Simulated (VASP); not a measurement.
The system is MnS.

```
Mn S
1.0
     0.00000    2.60450    2.60450
     2.60450    0.00000    2.60450
     2.60450    2.60450    0.00000
Mn S
1 1
Direct
  0.00000 0.00000 0.00000
  0.50000 0.50000 0.50000
```

```yaml
Program: VASP 6.6.1
Task: relaxation of cell and atoms
Functional: LDA
Potentials_or_basis: VASP PAW LDA potentials, release 64 (Mn_pv, S)
Cutoff: 600 eV
k_mesh: 8 × 8 × 8
Occupations: fermi-dirac, width 0.05 eV
Spin: collinear spin, ferromagnetic start
Starting_moments: "[4.0, 0.0] μB"
```

At the start: pressure -12.1 GPa; volume 17.67 Å³/atom.

Task: How do energy, volume and symmetry change on relaxing?

Result: Over 6 steps the energy falls by 205.1 meV/atom and the volume is 13.31 Å³/atom (-24.6 %); space group Fm-3m (No. 225, to 0.05 Å); moment 3.16 μB per cell.

Step by step:
```tsv
step	energy change (eV)	largest force (eV/Å)	pressure (GPa)	volume (Å³)
1	0.0000	0.0000	-12.06	35.33
2	-0.3733	0.0000	-4.37	28.96
3	-0.4025	0.0000	-2.48	27.62
4	-0.3744	0.0000	8.38	25.06
5	-0.4092	0.0000	-0.96	26.97
6	-0.4101	0.0000	-0.01	26.63
```

Final structure:
```cif
data_structure
_symmetry_space_group_name_H-M 'P 1'
_symmetry_Int_Tables_number 1
_cell_length_a 3.3519
_cell_length_b 3.3519
_cell_length_c 3.3519
_cell_angle_alpha 60.000
_cell_angle_beta 60.000
_cell_angle_gamma 60.000
_cell_volume 26.63
loop_
_atom_site_label
_atom_site_type_symbol
_atom_site_fract_x
_atom_site_fract_y
_atom_site_fract_z
_atom_site_occupancy
Mn1 Mn 0.00000 0.00000 0.00000 1
S1 S 0.50000 0.50000 0.50000 1
```

Caveat: the volume moved by over 15 % at a fixed basis, so the end points are rough; the volume moved by -25 % from the deposited cell, more than functionals usually miss; a cell with one magnetic atom can't hold antiferromagnetic order, which such compounds often take.
